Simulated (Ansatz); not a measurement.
**Sr: do energies and stresses tell the same story?**

All numbers below come from Ansatz, DFT r2SCAN, scalar-relativistic, plane waves, PAW.

Cutoff 500 eV; k points 12×12×12 on the computed 1-atom cell (Γ-centred); Gaussian smearing, width 0.10 eV; no spin polarisation.

Relaxed cell: Im-3m, a = 4.809 Å, b = 4.809 Å, c = 4.809 Å, α = 90.00°, β = 90.00°, γ = 90.00°, 1 atom in the primitive cell. This bcc form isn't the element's structure at ambient conditions.

Energies at zero smearing and pressures from the stress tensor, at volumes with shape and atoms relaxed:
```json
{"V (Å³/atom)": "52.266", "E − E(first) (meV/atom)": "0.00", "P (GPa)": "0.732"}
{"V (Å³/atom)": "53.934", "E − E(first) (meV/atom)": "-5.08", "P (GPa)": "0.339"}
{"V (Å³/atom)": "55.602", "E − E(first) (meV/atom)": "-6.40", "P (GPa)": "0.008"}
{"V (Å³/atom)": "57.270", "E − E(first) (meV/atom)": "-4.59", "P (GPa)": "-0.279"}
{"V (Å³/atom)": "58.938", "E − E(first) (meV/atom)": "-0.10", "P (GPa)": "-0.535"}
```

**Question.** Check P = −dE/dV between neighbouring volumes, and get the bulk modulus from the pressures alone.

**Answer.** With 1 eV/Å³ = 160.2 GPa:
| middle V (Å³/atom) | −ΔE/ΔV (GPa) | mean P (GPa) |
| --- | --- | --- |
| 53.100 | 0.488 | 0.535 |
| 54.768 | 0.127 | 0.173 |
| 56.436 | -0.174 | -0.136 |
| 58.104 | -0.431 | -0.407 |

The two differ by 0.048 GPa at most. The mean of two end pressures misses the average over a step by about ΔV² P″/12, up to 0.006 GPa here; with that taken off 0.042 GPa remains. The stress is the derivative of the free energy, not of the energy at zero smearing, and with free energies 0.00 GPa remains. Around V = 55.602 Å³/atom, the two neighbours give B = −V ΔP/ΔV = 55.602 × 0.618 / 3.336 = 10.3 GPa, against B0 = 10.2 GPa from the Birch–Murnaghan fit of the energies.